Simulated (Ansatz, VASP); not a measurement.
## TaSi53N72 (Ta_Si) in two plane-wave programs

Wanted: the spread between two codes on one cell, functional and k mesh. The cell is taken from a series of runs on this material, whose earlier steps may have relaxed, scaled, displaced or heated it; both programs get it as it stands.

Main program and level: Ansatz 0.2.0; plane waves, with VASP 6.6.1 beside it; single point at PBEsol.

## 1. Starting point

The cell holds 126 atoms: 53 Si, 72 N and 1 Ta. Cell: a = 13.206 Å, b = 13.206 Å, c = 8.731 Å, α = 90.0°, β = 90.0°, γ = 120.0°. It derives from Si3N4 (Si3N4 (P6_3/m)). Nearest the centre at fractional (0.353, 0.473, 0.583): Ta126 at 0.38 Å, N84 at 1.73 Å, N88 at 2.02 Å, N112 at 2.02 Å, N79 at 2.08 Å, N100 at 2.93 Å, Si2 at 2.95 Å, Si37 at 2.96 Å.

## 2. Ansatz: single point, PBEsol

Ansatz runs on its PAW soft_1 files.

A single point gives forces, pressure and levels at one fixed geometry, so differences don't come from the geometry; what else differs is listed under the comparison.

File input.yaml:

```yaml
crystal:
  checkpoint: "../qm1_M2.relax.run"
  host: checkpoint
basis:
  ecutwfc: 420
  xc_grid: 2
hamiltonian:
  xc: pbesol
  pseudopotentials: { kind: paw, azcp: { folder: soft_1 }, xc_functional: pbe }
kpoints:
  mp_grid: { grid: [2, 2, 2], shift: [0.5, 0.5, 0.5] }
scf:
  occupations: { method: fermi_dirac, width: 0.01 }
  max_iter: 60
output:
  forces: true
  eigenvalues: true
  charged_corrections: { defect_position: [0.352834, 0.473222, 0.583333] }
checkpoint:
  read: "../qm1_M2.relax.run"
  write: "../qm1_M2.point_neutral.run"
  compress: false
  write_wavefunctions: false
  write_every: 100000
magnetization:
  spin_polarized: true
  initial_magnetization: 1
  spin_locking: { lock_magnetization: hard }
```

Command:

```bash
$ ansatz run input.yaml --threads 4 --pin off --max-ram 15073MiB --backend cpu --events-out ev --progress --plain --runs-dir out
```

Numbers of over 12 decimals in the logs are rounded to 6 here.

What it wrote:

```text
checkpoint.read: neither the saved density nor the saved orbitals are used: the state is of another total charge, and does not settle where this run's electrons and spins go. The run starts from its atoms. Which states do: the manual's quickstart, A charge series.
crystal.checkpoint: the structure is that of <dir>, a `relax` run, at its step 10: its result, under pbesol at a charge of -1 e; 126 atoms read, 1 with a starting moment; this deck's charge is 0 e; this run starts in the magnetic order that was found there; no density is read with it (checkpoint.read); crystal.structure_sha256 for this input is
Engine: ansatz 0.2.0, aarch64-unknown-linux-gnu
Pseudopotentials: kind: paw
Pseudopotential: Si, paw, valence charge 4, recommended cutoff 420 eV (normal), soft_1/Si.paw.azcp
Pseudopotential: N, paw, valence charge 5, recommended cutoff 420 eV (normal), soft_1/N.paw.azcp
Pseudopotential: Ta, paw, valence charge 13, recommended cutoff 420 eV (normal), soft_1/Ta.paw.azcp
Functional definition: PBEsol
  exchange = pbesol_x
  correlation = pbesol_c
Crystal: 126 atoms, lattice volume = 1318.628 Å³
Basis set: ecut = 420 eV, 25805 PW (Γ), exchange–correlation on 180×180×120 points (8 copies of the dense FFT grid, shifted against one another)
Bands: 419, of which v1, the nominal top of the filled ones, is band 293 counted from 1 (292 counted from 0)
Symmetry: 1 space group operations
Space group: P1 (ITA 1), of the structure as read, at distance tolerance 1.1e-4 Å
Magnetic group: BNS 1.1 (UNI 1), of the structure as read, at distance tolerance 1.1e-4 Å
k-points: 4 of 8 (time reversal used)
Non-local potential: Si, projectors of the file, l = 0: 2, l = 1: 2, l = 2: 1
Non-local potential: N, projectors of the file, l = 0: 2, l = 1: 2, l = 2: 1
Non-local potential: Ta, projectors of the file, l = 0: 3, l = 1: 2, l = 2: 2, l = 3: 1
PAW form: soft (Blöchl's): semilocal exchange-correlation on the pseudo side does not see the compensation charge
PAW frozen core: Si, regenerated for the run's functional, and the local potential with it (the file was generated under x = pbe(κ = 0.804, μ = 0.219515), c = pbe(β = 0.066725))
PAW frozen core: N, regenerated for the run's functional, and the local potential with it (the file was generated under x = pbe(κ = 0.804, μ = 0.219515), c = pbe(β = 0.066725))
PAW frozen core: Ta, regenerated for the run's functional, and the local potential with it (the file was generated under x = pbe(κ = 0.804, μ = 0.219515), c = pbe(β = 0.066725))
PAW one-centre angular grid: Si, 110 points (default); XC on 64 Gauss nodes
PAW one-centre angular grid: N, 110 points (default); XC on 64 Gauss nodes
PAW one-centre angular grid: Ta, 590 points (default); XC on 64 Gauss nodes
Initial density: superposition of atomic densities (chi_scale 0.1, normalization cell, long waves kept (reshape's long-wave potential 0.42 eV rms))
Starting moments: Σ|m| = 1 μB on 1 of 126 sites
Initial wavefunctions: pseudopotential atomic-orbital guess
Functional: x = pbesol(κ = 0.804, μ = 0.123457), c = pbesol(β = 0.046)
SCF iter   1: F=—  HF=-70242.326187 eV  |F-HF|=—  |Δ(HF+E_count)|=         —  Δρ=7.34e-2 (↑7.34e-2 ↓7.33e-2)  dr2=3.00e2  dr2_m=2.51e-1  M=1.000 μB ∫|m|=1.067 μB  β_m=0.30  ethr=3.10e-3  ⟨swp⟩=6.0  Hψ=14199  notcnv=0  defer=708
preconditioner: auto → Resta (q_TF=auto, 2.383 Å⁻¹)  ε∞=3.6  [insulator: Δε(μ)=0.192 eV  Ē_g=15.140 eV  σ=0.010 eV  W_gap=1.00  n_scr=282 (ndim 8)  ℏωp=24.6 eV  f_vac=0.010  D(μ)=0.01/eV (n_scr^D=0)  ε∞_Penn≈3.6]
spin=Collinear: Resta preconditioning applied to the charge; magnetization (m = ρ↑ − ρ↓) channel mixes plain (no charge-response kernel on spin).
SCF iter   2: F=—  HF=-70170.177564 eV  |F-HF|=—  |Δ(HF+E_count)|=    7.21e1  Δρ=3.79e-2 (↑3.77e-2 ↓3.79e-2)  dr2=7.92e1  dr2_m=1.26e-1  M=1.000 μB ∫|m|=1.077 μB  β_m=0.44  ethr=3.10e-3  ⟨swp⟩=3.0  Hψ=6240  notcnv=0  defer=970
SCF iter   3: F=—  HF=-70147.598479 eV  |F-HF|=—  |Δ(HF+E_count)|=    2.26e1  Δρ=1.37e-2 (↑1.37e-2 ↓1.37e-2)  dr2=5.58e0  dr2_m=2.45e-2  M=1.000 μB ∫|m|=1.081 μB  β_m=0.66  ethr=3.10e-3  ⟨swp⟩=3.5  Hψ=8658  notcnv=0  defer=968
SCF iter   4: F=—  HF=-70146.772410 eV  |F-HF|=—  |Δ(HF+E_count)|=   8.26e-1  Δρ=3.40e-3 (↑3.40e-3 ↓3.31e-3)  dr2=6.45e-1  dr2_m=7.40e-4  M=1.000 μB ∫|m|=1.100 μB  β_m=0.62  ethr=9.53e-4  ⟨swp⟩=3.5  Hψ=5192  notcnv=0  defer=968
SCF iter   5: F=—  HF=-70146.701242 eV  |F-HF|=—  |Δ(HF+E_count)|=   7.12e-2  Δρ=9.50e-4 (↑9.44e-4 ↓9.50e-4)  dr2=4.95e-2  dr2_m=6.71e-5  M=1.000 μB ∫|m|=1.093 μB  β_m=0.68  ethr=1.10e-4  ⟨swp⟩=3.5  Hψ=4820  notcnv=0  defer=968
SCF iter   6: F=—  HF=-70146.721064 eV  |F-HF|=—  |Δ(HF+E_count)|=   1.98e-2  Δρ=4.12e-4 (↑4.09e-4 ↓4.12e-4)  dr2=1.10e-2  dr2_m=1.35e-5  M=1.000 μB ∫|m|=1.091 μB  β_m=0.81  ethr=8.47e-6  ⟨swp⟩=2.2  Hψ=4877  notcnv=0  defer=968
[...]
k-point 2 ↑: bands = [... 289 lower, 7.8918, 8.1304, 8.1625, 10.2648, 10.5898, 11.8124, 12.0422, 12.6454, ... 122 higher]
  k-point 3 ↓: bands = [... 289 lower, 7.8931, 8.1331, 8.1641, 10.7960, 11.1158, 11.9439, 12.2501, 12.7538, ... 122 higher]
```

In the SCF lines HF is the Harris–Foulkes energy and dr2 the Hartree energy of the density residual, in eV; the loop may stop once dr2 is under the threshold and the program's other checks hold. Hψ counts applications of the Hamiltonian.

## 3. VASP: single point, PBEsol

The same cell, functional, mesh and smearing now go to VASP, with its own data sets.

Lines of VASP's logs that name or quote its potential files are left out, and so is its time.

File INCAR:

```
SYSTEM = TaSi53N72
PREC = Accurate
ENCUT = 520
EDIFF = 1E-06
NELM = 200
ISMEAR = -1
SIGMA = 0.01
LREAL = Auto
ALGO = Normal
GGA = PS
NBANDS = 384
ISPIN = 2
MAGMOM = 0 0 0 0 0 0 0 0 0 0 0 0 0 0 0 0 0 0 0 0 0 0 0 0 -0 0 0 0 0 0 0 0 0 0 0 0 0 0 0 0 0 0 -0 0 0 0 0 0 0 0 0 0 0 0 0 0 0 0 -0 0 0 0 0 -0 0 0 0 0 0 0 0 0 0 0 0 0 0 -0 0.01 0 -0 0 0 0.01 0 0 -0 0 0 0 0 -0 -0 0.01 0 0 0 0 -0 -0 0 0 0 0 -0 0 0 0 0 0 -0 0 0 0 0 -0 0 0 0 0 0 0 0 0 0 0.26
LASPH = .TRUE.
LMAXMIX = 4
LORBIT = 11
LWAVE = .FALSE.
LCHARG = .FALSE.
ISIF = 2
ISYM = 0
NUPDOWN = 1
GGA_COMPAT = .FALSE.
KPAR = 4
```

File POSCAR:

```
TaSi53N72
1.0
   11.4366858822      6.6029736727      0.0000000000
  -11.4366858822      6.6029736727      0.0000000000
    0.0000000000      0.0000000000      8.7307673276
Si N Ta
53 72 1
Direct
    0.0192983923      0.8048273686      0.2491957715
    0.3505270476      0.4762872134      0.2455703890
[... 7 atom lines left out ...]
    0.1938225496      0.2134720757      0.2514641401
[... 3 atom lines left out ...]
    0.4542702416      0.3151972585      0.2511149132
[... 7 atom lines left out ...]
    0.5510882927      0.6917476446      0.4149769043
[... 1 atom line left out ...]
    0.1416542576      0.4532962756      0.4200429278
[... 2 atom lines left out ...]
    0.1857030600      0.2008169412      0.5837359341
    0.5280912868      0.8814808979      0.5837469286
[... 1 atom line left out ...]
    0.1201581165      0.6455132601      0.5837633889
    0.4550098041      0.3060618977      0.5836842164
[... 2 atom lines left out ...]
    0.6457033306      0.5291467931      0.4165100889
    0.9798104078      0.1937686747      0.4166723818
[... 1 atom line left out ...]
    0.3504965787      0.4763091654      0.9219674612
[... 2 atom lines left out ...]
    0.5510354905      0.6917165226      0.7525041067
[... 1 atom line left out ...]
    0.1416335251      0.4533101538      0.7475340500
[... 2 atom lines left out ...]
    0.1938166557      0.2134753008      0.9160032851
[... 3 atom lines left out ...]
    0.4542399982      0.3151926555      0.9162319618
[... 2 atom lines left out ...]
    0.6456771399      0.5291189401      0.7507932886
    0.9798054943      0.1937644388      0.7507423563
[... 1 atom line left out ...]
    0.3337626111      0.3353875488      0.2521498930
[... 4 atom lines left out ...]
    0.2088677355      0.4523714032      0.2488940726
[... 3 atom lines left out ...]
    0.4223130788      0.5504353579      0.0837647225
[... 5 atom lines left out ...]
    0.5544101069      0.7668626293      0.2477355471
[... 5 atom lines left out ...]
    0.5765393611      0.4545595195      0.2501541826
[... 2 atom lines left out ...]
    0.3273541513      0.3045589252      0.5837530186
[... 1 atom line left out ...]
    0.9997896018      0.3333288083      0.4164691723
[... 1 atom line left out ...]
    0.6705532167      0.6699832457      0.4175327426
    0.2139419572      0.4561025758      0.5838377886
[... 3 atom lines left out ...]
    0.4282236865      0.5626005608      0.3897266431
[... 1 atom line left out ...]
    0.1223696521      0.5755414950      0.4166047342
    0.4642555532      0.2436976731      0.4137488814
[... 1 atom line left out ...]
    0.1983119748      0.0763019502      0.5837248463
    0.5485662121      0.7621556301      0.5837473153
[... 1 atom line left out ...]
    0.1165526930      0.2051205622      0.4166889791
[... 3 atom lines left out ...]
    0.5656942681      0.4564596632      0.5836223290
[... 2 atom lines left out ...]
    0.3337385720      0.3354086098      0.9153867297
[... 1 atom line left out ...]
    0.9997855349      0.3333196178      0.7508534740
[... 1 atom line left out ...]
    0.6704990298      0.6699507512      0.7498896403
    0.2088406829      0.4523967697      0.9186850234
[... 3 atom lines left out ...]
    0.4280680323      0.5626306400      0.7777493727
[... 1 atom line left out ...]
    0.1223172314      0.5755247534      0.7509405298
    0.4642634701      0.2437016108      0.7535982988
[... 2 atom lines left out ...]
    0.5544450370      0.7668681733      0.9197572349
[... 1 atom line left out ...]
    0.1165345855      0.2050887362      0.7507736882
[... 3 atom lines left out ...]
    0.5765263454      0.4545346941      0.9171469319
[... 1 atom line left out ...]
    0.3812318014      0.4720805461      0.5837344210
```

File KPOINTS:

```
Points of the shifted mesh
8
Reciprocal
 0.2500000000  0.2500000000  0.2500000000 1
 0.2500000000  0.2500000000  0.7500000000 1
 0.2500000000  0.7500000000  0.2500000000 1
 0.2500000000  0.7500000000  0.7500000000 1
 0.7500000000  0.2500000000  0.2500000000 1
 0.7500000000  0.2500000000  0.7500000000 1
 0.7500000000  0.7500000000  0.2500000000 1
 0.7500000000  0.7500000000  0.7500000000 1
```

PAW data sets: Si, N and Ta_pv (PBE family, release 64).

Command:

```bash
$ mpirun -np 16 vasp_std
```

What it wrote:

```text
[banner, memory and clock lines left out]
running   16 mpi-ranks, on    1 nodes
[...]
|                                                                             |
|           W    W    AA    RRRRR   N    N  II  N    N   GGGG   !!!           |
|           W    W   A  A   R    R  NN   N  II  NN   N  G    G  !!!           |
|           W    W  A    A  R    R  N N  N  II  N N  N  G       !!!           |
|           W WW W  AAAAAA  RRRRR   N  N N  II  N  N N  G  GGG   !            |
|           WW  WW  A    A  R   R   N   NN  II  N   NN  G    G                |
|           W    W  A    A  R    R  N    N  II  N    N   GGGG   !!!           |
|                                                                             |
|     For optimal performance we recommend to set                             |
|       NCORE = 2 up to number-of-cores-per-socket                            |
|     NCORE specifies how many cores store one orbital (NPAR=cpu/NCORE).      |
|     This setting can greatly improve the performance of VASP for DFT.       |
[...]
|                                                                             |
|     You enforced a specific xc type in the INCAR file but a different       |
|     [... a line on the potential file left out ...]
|     I HOPE YOU KNOW WHAT YOU ARE DOING!                                     |
|                                                                             |

 LDA part: xc-table for (Slater+PW92), standard interpolation
 POSCAR, INCAR and KPOINTS ok, starting setup
[...]
entering main loop
       N       E                     dE             d eps       ncg     rms          rms(c)
DAV:   1     0.284026045048E+04    0.28403E+04   -0.28941E+05 12528   0.141E+03
DAV:   2    -0.951484106391E+03   -0.37917E+04   -0.36428E+04 15008   0.306E+02
DAV:   3    -0.122625373067E+04   -0.27477E+03   -0.27246E+03 14848   0.845E+01
DAV:   4    -0.123265178824E+04   -0.63981E+01   -0.63690E+01 15432   0.131E+01
[...]
DAV:  17    -0.108669831760E+04   -0.22685E-04   -0.23742E-05 14352   0.676E-03    0.493E-03
DAV:  18    -0.108669831901E+04   -0.14156E-05   -0.29265E-06 11496   0.274E-03    0.290E-03
DAV:  19    -0.108669831907E+04   -0.56840E-07   -0.59068E-07  9560   0.135E-03
   1 F= -.10866983E+04 E0= -.10866983E+04  d E =-.440960E-07  mag=     1.0000
```

Parts of OUTCAR (step 3):

```text
 magnetization (x)
# of ion       s       p       d       tot
------------------------------------------
    1        0.000   0.000   0.000   0.000
    2        0.003   0.005   0.000   0.009
    3        0.000   0.000   0.000   0.000
    4        0.000   0.000   0.000   0.000
    5        0.000   0.000   0.000   0.000
    6        0.000   0.000   0.000   0.000
[...]
124        0.000   0.001   0.000   0.001
  125        0.000   0.000   0.000   0.000
  126        0.007   0.009   0.521   0.537
--------------------------------------------------
tot          0.034   0.091   0.521   0.646
```

The run ends at a pressure of 1.96 GPa, with forces up to 2.5 eV/Å.

## 4. Comparison

Known differences besides the potentials themselves: VASP starts from the moments at which Ansatz ended; the data sets hold 585 valence electrons in Ansatz (on its PAW soft_1 files) and 583 in VASP; the cutoff is 420 eV in Ansatz and 520 eV in VASP (PREC = Accurate, projectors in real space); Ansatz makes its cores anew for this functional, VASP keeps those of its PBE data sets; site moments are counted in spheres of each program's own size. Total energies have different zeros and are not compared.

Both answers:

```csv
quantity,Ansatz,VASP,difference
"total moment, fixed by the input (μB)",1.00,1.00,0.00
moment on Ta126 (μB),0.26,0.54,-0.28
```

Forces on 8 of the 126 atoms, those with the largest forces and the largest differences (eV/Å; atoms numbered as in POSCAR):

```csv
atom,"Ansatz x, y, z","VASP x, y, z"
Si2,"0.201, -0.644, -1.094","0.207, -0.656, -1.086"
Si22,"-0.268, 1.323, -0.073","-0.269, 1.329, -0.070"
Si40,"-0.266, 1.318, 0.075","-0.268, 1.324, 0.070"
N79,"-0.371, 1.012, 0.001","-0.331, 0.947, 0.001"
N84,"1.111, 0.730, -0.016","1.107, 0.726, -0.016"
N88,"0.832, -1.046, 1.457","0.819, -1.017, 1.412"
N112,"0.839, -1.035, -1.453","0.826, -1.006, -1.408"
Ta126,"-2.363, 0.754, 0.000","-2.379, 0.769, 0.001"
```

The forces differ by 6.7 meV/Å r.m.s., which is 2.1 % of the r.m.s. force of 0.314 eV/Å (both taken over all components). The total moments and the pattern agree; the site moments differ because the programs count them in spheres of different size.

## 5. Outcome

```json
{
 "r.m.s. force difference (single point, PBEsol)": "2.1 % of the r.m.s. force"
}
```

What this shows: The r.m.s. force difference is 2.1 % of the r.m.s. force (single point, PBEsol), within the 3 % picked in this series as the mark of a large difference. The data sets hold unlike numbers of valence electrons (585 in Ansatz and 583 in VASP), so part of the differences comes from the potentials. How closely two codes agree says nothing of how well the functional describes the real material.

[Lines on the potential files, build, host, timing and source positions are cut from VASP's logs without a mark.]

[Logs are printed without paths, hosts, clocks, repeated set-up lines and the standing remarks that a program may print on its own settings, such as how far it seeks lower states.]

[Hosts, paths, dates, database ids (printed as entryN), source tags and the programs' standing remarks are cut or masked in the printed files.]
